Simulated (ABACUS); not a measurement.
NaCl: single point with SCAN

Crystal: NaCl.

```xyz
2
Lattice="0.0000 2.7941 2.7941 2.7941 0.0000 2.7941 2.7941 2.7941 0.0000" Properties=species:S:1:pos:R:3 pbc="T T T"
Cl    2.7941    2.7941    2.7941
Na    0.0000    0.0000    0.0000
```

The cell is a database's computed one.

```
Program                                       : ABACUS 3.10.1
Task                                          : single point
Functional                                    : SCAN
Potentials or basis                           : SG15 ONCV 1.2 PBE
Cutoff                                        : 1401 eV
Density cutoff                                : 5606 eV
Basis                                         : plane waves
k mesh                                        : 5 × 5 × 5
Occupations                                   : fermi-dirac, width 0.05 eV
Spin                                          : no spin polarisation
Radial cutoff of the potentials (pseudo_rcut) : 10 bohr
SCF threshold on the density                  : 1e-08
Max SCF steps                                 : 100
Eigensolver                                   : dav
Mixing                                        : broyden
Mixing share                                  : 0.7
Symmetry key                                  : 1
Bands                                         : 18
```

* Pressure: 0.0 GPa
* Band gap on the k mesh: 5.92 eV, direct

Levels at points of the mesh, in eV from the valence-band top:
```tsv
k point	band 4	band 5	band 6	band 7	band 8	band 9	band 10	band 11	band 12	band 13
(0.00, 0.00, 0.00)	-21.47	-13.42	0.00	0.00	0.00	5.92	12.00	12.00	12.00	14.45
```

It took 17 s on 4 MPI ranks on AMD EPYC 9R14 (Zen 4), on a shared host, peak memory 0.48 GiB a rank.

Caveat: the potentials were made for another functional, which shifts forces and pressure. SCAN opens gaps a little over a GGA but as a rule still falls short of measured ones.
